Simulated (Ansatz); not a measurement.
# Ge: the cost of one run

Computed with Ansatz 0.2.0 (DFT PBE, scalar-relativistic, plane waves, PAW, unless a step's input says otherwise).

### Step 1. The structure to begin with

It takes space group Fd-3m (No. 227, cubic). The conventional cell has a = 5.675 Å, b = 5.675 Å, c = 5.675 Å, α = 90.00°, β = 90.00°, γ = 90.00°. Ge (site symmetry -43m) is surrounded by 4 Ge at 2.46 Å.

As a file:

```cif
data_structure
_symmetry_space_group_name_H-M 'Fd-3m:1'
_symmetry_Int_Tables_number 227
_cell_length_a 5.6749
_cell_length_b 5.6749
_cell_length_c 5.6749
_cell_angle_alpha 90.000
_cell_angle_beta 90.000
_cell_angle_gamma 90.000
_cell_volume 182.75
loop_
_atom_site_label
_atom_site_type_symbol
_atom_site_symmetry_multiplicity
_atom_site_Wyckoff_symbol
_atom_site_fract_x
_atom_site_fract_y
_atom_site_fract_z
_atom_site_occupancy
Ge1 Ge 8 a 0.50000 0.00000 0.50000 1
```

The structure comes from the Materials Project (structure only).

(A quick probe on a coarse mesh, which set the mesh and smearing, is not shown.)

### Step 3. Full relaxation

input.yaml reads:

```yaml
crystal:
  lattice:
    - [0.0, 2.8374271074, 2.8374271074]
    - [2.8374271074, 0.0, 2.8374271074]
    - [2.8374271074, 2.8374271074, 0.0]
  atoms:
    - { symbol: Ge, position: [0.5, 0.5, 0.5] }
    - { symbol: Ge, position: [0.75, 0.75, 0.75] }
basis:
  ecutwfc: 420
kpoints:
  mp_grid: { grid: [12, 12, 12] }
hamiltonian:
  xc: pbe
scf:
  occupations: { method: gaussian, width: 0.1 }
output:
  forces: true
  stress: true
  eigenvalues: true
  write_density: true
  write_potential: true
  elf: true
  volumetric_format: npy
relax:
  adjacent_minimum: "off"
  f_tol: 0.005
  max_steps: 80
  cell: { stress_tol: 0.05 }
```

Command:

```bash
$ ansatz run input.yaml --threads 1 --pin off --max-ram 2560MiB --backend cpu --events-out ev --progress --plain --runs-dir out
```

**Question.** How long does this run take on 1 thread of Intel Xeon Platinum 8259CL at 2.50GHz (Skylake/Cascade Lake), shared host, and how much memory does it need?

About 14 s, with a peak of 0.44 GiB.
